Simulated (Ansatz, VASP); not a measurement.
## Two plane-wave programs on AlAs

```
As Al
1.0
     4.01255    0.00000    0.00000
    -2.00627    3.47497    0.00000
     0.00000    0.00000   24.37152
As Al
3 3
Direct
  0.00000 0.00000 0.34877
  0.33333 0.66667 0.48320
  0.66667 0.33333 0.61913
  0.33333 0.66667 0.38237
  0.66667 0.33333 0.51336
  0.00000 0.00000 0.64672
```

Alike in both runs: functional PBEsol; k mesh 9 × 9 × 1; occupations gaussian, width 0.05 eV; no spin polarisation.

Ansatz relaxed the structure, and its values are those at the end. VASP's run is a single point on that final structure, the one shown.

|  | VASP | Ansatz |
| --- | --- | --- |
| version | VASP 6.6.1 | Ansatz 0.2.0 |
| potentials or method | VASP PAW PBE potentials, release 64 (As, Al) | scalar-relativistic, plane waves, PAW |
| plane-wave cutoff (eV) | 520 | 420 |
| valence electrons in the cell | 24 | 54 |

|  | VASP | Ansatz | Ansatz less VASP |
| --- | --- | --- | --- |
| gap on the k mesh at the Fermi level (eV) | none | none | - |
| rms of the force components (eV/Å) | 0.225 | 0.227 | +0.0021 |

A gap of «none» marks a metal or a gap that the smearing closes. The functional is the same, so the differences come from potentials, cutoffs and numerics. The two sets of potentials don't hold the same shells in valence.

Caveats: the PAW data sets were made with another functional, which shifts forces and pressure a little (VASP).
